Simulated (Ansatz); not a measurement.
P (P2/m), ideal shear of a crystal plane

Theory: DFT r2SCAN, scalar-relativistic, plane waves, PAW in Ansatz 0.2.0. The runs took a 500 eV cutoff, a Γ-centred 24×24×6 mesh and Gaussian smearing (0.15 eV). No spin polarisation. Energies are free energies at this smearing, counted from the undisturbed cell; pressure is positive in compression.

Zero of the scan (relaxed at this level; with this scan's settings it stands at -0.3 GPa; this simple cubic form isn't the usual structure):

```
CELL_PARAMETERS angstrom
-2.44927 0.00000 -0.00535
0.00000 -2.44951 0.00000
-0.01962 0.00000 9.64780
ATOMIC_POSITIONS crystal
P 0.00000 0.00000 0.87519
P 0.00000 0.00000 0.37519
P 0.00000 0.00000 0.12481
P 0.00000 0.00000 0.62481
```

The cut lies on the cell's a–b face, a (0 0 1) plane (indices in the standard cell, whose axes needn't be the Cartesian ones shown) of area 6.00 Å², between layers 2.41 Å apart. Vector c is tilted by f times 1·a − 1·b (length 3.464 Å) with the atoms' Cartesian places fixed: one unrelaxed fault a cell. The traction is dγ/du, the slope of γ against the slip u in Å.

| f | γ (mJ/m²) | traction (GPa) |
| --- | --- | --- |
| 0.0000 | 0 | 0.0 |
| 0.0833 | 130 | 8.9 |
| 0.1667 | 491 | 15.4 |
| 0.2500 | 959 | 16.1 |
| 0.3333 | 1348 | 10.2 |
| 0.4167 | 1545 | 3.7 |
| 0.5000 | 1595 | 0.1 |
| 0.5833 | 1548 | -3.8 |
| 0.6667 | 1346 | -10.4 |
| 0.8333 | 485 | -15.3 |

Question: Read off the first barrier and the stress needed to climb it, and compare with Frenkel's sinusoid.

Answer: The first sampled maximum lies at f = 0.500, a slip of 1.73 Å, with γ ≈ 1595 mJ/m², which stands in for the unstable fault energy γ_us, and the steepest sampled slope before it is 16.1 GPa. A sinusoid γ = γ_us sin²(πu/λ) with its maximum there has λ = 3.46 Å and a largest slope πγ_us/λ = 14.5 GPa (1 mJ/m² per Å = 0.01 GPa).

Question: Is there a metastable fault on this line?

Answer: Apart from points where γ returns to about zero, no local minimum shows among the samples, so at this sampling the line offers no fault for a dislocation to split on; a fault can still lie off the line.

The cut is rigid; relaxing the faces lowers these energies and usually the stresses.

In a metal these slopes depend on the k mesh and the smearing.

Cost: 10 runs of about 10 core-minutes in all, on AMD EPYC 9R45 (Zen 5) (shared hosts).